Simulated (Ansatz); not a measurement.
**ZrC: from a guess to a relaxed structure**

Theory: Ansatz, DFT PBE, scalar-relativistic, plane waves, PAW. Cutoff 420 eV, Gaussian smearing, Γ-centred meshes. Cell and atoms relax first on a coarse mesh and then on a converged one. In between, the cell is made exact in the group found at 0.06 Å. The steps can't lower the symmetry of their start. No spin polarisation.

The cell of ZrC is invented: close-packed metal layers stacked A, repeated with a shift to B, with sites between them filled layer by layer (R3m, No. 160) (elements of the layers in order: Zr). Lengths were set from tabulated atomic sizes, so they are only a guess.

```cif
data_structure
_symmetry_space_group_name_H-M 'R3m:H'
_symmetry_Int_Tables_number 160
_cell_length_a 3.6340
_cell_length_b 3.6340
_cell_length_c 8.9686
_cell_angle_alpha 90.000
_cell_angle_beta 90.000
_cell_angle_gamma 120.000
_cell_volume 102.57
loop_
_atom_site_label
_atom_site_type_symbol
_atom_site_symmetry_multiplicity
_atom_site_Wyckoff_symbol
_atom_site_fract_x
_atom_site_fract_y
_atom_site_fract_z
_atom_site_occupancy
Zr1 Zr 3 a 0.00000 0.00000 0.00000 1
C1 C 3 a 0.00000 0.00000 0.24876 1
```

Energies over the elements count from the elements' standard structures at the same level, with no fitted energy shifts.

Question: Where does the relaxation end?

Answer: The symmetry goes from R3m (No. 160) to F-43m (No. 216). The end has the zinc blende type. The volume per atom shrinks by 3.5 %, from 17.1 to 16.5 Å³. The shortest distance goes from 2.23 Å (Zr–C) to 2.20 Å (Zr–C). The end is written in a standard setting, so origin, axes and order of atoms can differ from the start's. Conventional cell: a = 5.091 Å. Zr is surrounded by 4 C at 2.20 Å; C is surrounded by 4 Zr at 2.20 Å.

Space group F-43m (No. 216). a = 5.091 Å, b = 5.091 Å, c = 5.091 Å, α = 90.00°, β = 90.00°, γ = 90.00°
| atom | site | symmetry | x | y | z |
| --- | --- | --- | --- | --- | --- |
| Zr | 4b | -43m | 0.5000 | 0.0000 | 0.0000 |
| C | 4c | -43m | 0.2500 | 0.2500 | 0.2500 |

Question: Give its energy and gap.

Answer:

| Quantity | Value |
| --- | --- |
| Energy over the elements | −0.240 eV/atom |
| Gap on the 12×12×12 mesh of the 2-atom cell | 0.49 eV |

A negative formation energy is needed for stability but isn't enough: competing phases decide.

The last run used Gaussian smearing of 0.02 eV. Kohn–Sham gaps at this level usually fall short of measured ones. The reference form of C is held partly by dispersion forces, which this level lacks. A later test with randomly moved atoms came back to the same energy, though modes that don't fit the test's cell weren't probed. In all, the 3 runs took 24 s on 1 thread of AMD EPYC 7R43 64-Core Processor (Zen 3), on a shared host.
